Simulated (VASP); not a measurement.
# Pd: kinetic-energy density

Pd, Fm-3m (no. 225), 1 atom in the cell. PBE; PAW potentials Pd (PBE set).

## Input

INCAR:
```
PREC = Accurate ; ENCUT = 520
EDIFF = 1E-7 ; ISMEAR = 1
SIGMA = 0.1 ; LREAL = F
LASPH = T ; ALGO = Normal
NELM = 100 ; ISIF = 2
LWAVE = F ; LCHARG = T
LTAU = T
```

KPOINTS:
```
k-points
0
Gamma
  10 10 10
```

POSCAR:
```
Pd
1.0
    0.0000000000      1.9465000000      1.9465000000
    1.9465000000      0.0000000000      1.9465000000
    1.9465000000      1.9465000000      0.0000000000
Pd
1
Direct
    0.0000000000      0.0000000000      0.0000000000
```

Commands:
```
cat potpaw_PBE.64/Pd/POTCAR > POTCAR
mpirun -np 1 vasp_std > vasp.out
```

## Result

- Kinetic energy of the pseudo orbitals (eV): 204.63

VASP 6.6.1 took 4.6 s on 1 core (Intel Xeon Platinum 8124M @ 3.00GHz (Skylake/Cascade Lake)), a shared host.
